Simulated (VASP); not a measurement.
Write the native input for VASP 6.6.1 that does the following.

```yaml
Task: relaxation of cell and atoms
Functional: PBE
Potentials_or_basis: VASP PAW PBE potentials, release 64 (Ti_sv, O)
Cutoff: 600 eV
k_mesh: 11 × 11 × 11
Occupations: gaussian, width 0.02 eV
Spin: no spin polarisation
Further_INCAR_settings: ALGO = Normal; EDIFF = 1e-06; IBRION = 2; EDIFFG = -0.005; NSW = 80; ISIF = 3
```

The structure of TiO2 lies in POSCAR:

```
TiO2                                    
1.0
   -1.9009072460      1.9009072460      4.8540041656
    1.9009072460     -1.9009072460      4.8540041656
    1.9009072460      1.9009072460     -4.8540041656
  Ti              O             
     2     4
Direct
     0.0000000000000000    0.0000000000000000    0.0000000000000000
     0.7500000000000000    0.2500000000000000    0.5000000000000000
     0.9564960053127473    0.4564960053127473    0.5000000000000000
     0.2064960053127473    0.2064960053127473    0.0000000000000000
     0.5435039946872527    0.0435039946872527    0.5000000000000000
     0.7935039946872527    0.7935039946872527    0.0000000000000000
```

The cell is a database's computed one.

One way to write it, as run:

INCAR

```
ALGO = Normal
EDIFF = 1E-6
EDIFFG = -0.005
ENCUT = 600
GGA = PE
IBRION = 2
ISIF = 3
ISMEAR = 0
KPAR = 4
LASPH = T
LCHARG = F
LREAL = F
LWAVE = F
NELM = 120
NSW = 80
PREC = Accurate
SIGMA = 0.02
```

KPOINTS

```
k-points
0
Gamma
  11 11 11
```

Potentials or basis: VASP PAW PBE potentials, release 64 (Ti_sv, O).

Run with:

```console
$ cat potpaw_PBE.64/Ti_sv/POTCAR potpaw_PBE.64/O/POTCAR > POTCAR
$ mpirun -np 4 vasp_std > vasp.out
```

Results of the run:

| Item | Value |
| --- | --- |
| Pressure after relaxing | 0.0 GPa |
| Band gap on the k mesh | 2.10 eV, indirect (least direct gap 2.40 eV) |

Caveat: the relaxation stopped at its first step, so nothing moved; an odd mesh through Γ misses points on the zone boundary, where band edges often lie.

Wall time 93 s on 4 MPI ranks on Intel(R) Xeon(R) 6975P-C (Granite Rapids), with other jobs on the host, peak memory 0.49 GiB a rank.
